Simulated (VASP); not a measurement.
A run of VASP 6.6.1:

File INCAR:

```
ALGO = Fast
EDIFF = 1E-6
ENCUT = 520
GGA = PE
ISIF = 2
ISMEAR = 0
LASPH = True
LCHARG = False
LREAL = False
LWAVE = False
NBANDS = 20
NELM = 100
PREC = Accurate
SIGMA = 0.1
```

File KPOINTS:

```
k-points
0
Gamma
  12 12 14
```

File POSCAR:

```
NaS3
1.0
    5.2684293592      0.0000000000      0.0000000000
   -2.6342146796      4.5625936631      0.0000000000
    0.0000000000      0.0000000000      3.5912401085
Na S
1 3
Direct
    0.0000000000      0.0000000000      0.5000000000
    0.5000000000      0.0000000000      0.5000000000
    0.0000000000      0.5000000000      0.5000000000
    0.5000000000      0.5000000000      0.5000000000
```

Potentials or basis: VASP PAW PBE potentials, release 64 (Na_pv, S).

Launch:

```sh
$ cat potpaw_PBE.64/Na_pv/POTCAR potpaw_PBE.64/S/POTCAR > POTCAR
$ mpirun -np 1 vasp_std > vasp.out
```

Hardware: 1 thread of Intel(R) Xeon(R) Platinum 8259CL CPU @ 2.50GHz (Skylake/Cascade Lake), on a shared host.

Q: How long does it take, and how much memory?

A: Run time: 3.4 min on 1 thread of Intel(R) Xeon(R) Platinum 8259CL CPU @ 2.50GHz (Skylake/Cascade Lake) (shared host), peak memory 0.34 GiB. Counts: scf iterations 14, k points 152.
